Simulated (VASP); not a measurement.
## MgB2: relaxation of cell and atoms with r2SCAN

The system is MgB2.

```xyz
3
Lattice="3.0850 0.0000 0.0000 -1.5425 2.6717 0.0000 0.0000 0.0000 3.5230" Properties=species:S:1:pos:R:3 pbc="T T T"
Mg    0.0000    0.0000    0.0000
B     1.5425    0.8906    1.7615
B     0.0000    1.7811    1.7615
```

| Property | Result |
| --- | --- |
| Program | VASP 6.6.1 |
| Task | relaxation of cell and atoms |
| Functional | r2SCAN |
| Potentials or basis | VASP PAW PBE potentials, release 64 (Mg, B) |
| Cutoff | 600 eV |
| k mesh | 8 × 8 × 8 |
| Occupations | fermi-dirac, width 0.05 eV |
| Spin | no spin polarisation |
| Ladder | gaps |
| Further INCAR settings | ALGO = Normal; EDIFF = 1e-06; IBRION = 2; EDIFFG = -0.005; NSW = 60; ISIF = 3 |

- Relaxed volume: 9.50 Å³/atom
- Relaxed cell: a = 3.075 Å, b = 3.075 Å, c = 3.479 Å, α = 90.00°, β = 90.00°, γ = 120.00°
- Space group after relaxing (to 0.05 Å): P6/mmm (No. 191)
- Energy gained by relaxing: 1.7 meV/atom
- Ionic steps: 5
- Pressure after relaxing: 0.0 GPa
- Band gap on the k mesh: none (metal or under the smearing width)

The path:
```tsv
step	energy change (eV)	largest force (eV/Å)	pressure (GPa)	volume (Å³)
1	0.0000	0.0000	-2.50	29.04
2	-0.0045	0.0000	0.74	28.41
3	-0.0046	0.0000	0.24	28.50
4	-0.0052	0.0000	0.05	28.49
5	-0.0052	0.0000	0.03	28.49
```

Final structure:
```
CELL_PARAMETERS angstrom
3.07523 0.00000 0.00000
-1.53762 2.66323 0.00000
0.00000 0.00000 3.47859
ATOMIC_POSITIONS crystal
Mg 0.00000 0.00000 0.00000
B 0.66667 0.33333 0.50000
B 0.33333 0.66667 0.50000
```

Levels at points of the mesh, in eV from the Fermi level:
| k point | band 2 | band 3 | band 4 | band 5 | band 6 | band 7 |
| --- | --- | --- | --- | --- | --- | --- |
| (0.00, 0.00, 0.00) | -3.07 | 0.33 | 0.33 | 2.16 | 6.59 | 6.59 |
| (0.50, 0.00, 0.00) | -8.39 | -2.39 | 0.26 | 3.39 | 4.08 | 5.98 |
| (0.00, 0.00, 0.50) | -7.82 | 0.76 | 0.76 | 6.91 | 6.91 | 8.57 |
| (0.50, 0.00, 0.50) | -7.43 | -3.82 | -2.08 | -1.27 | 6.07 | 9.56 |

Wall time 120 s on 1 thread of Intel(R) Xeon(R) Platinum 8488C (Sapphire Rapids) (shared host), peak memory 0.18 GiB.

Caveat: the PAW data sets were made with another functional, which shifts forces and pressure a little.
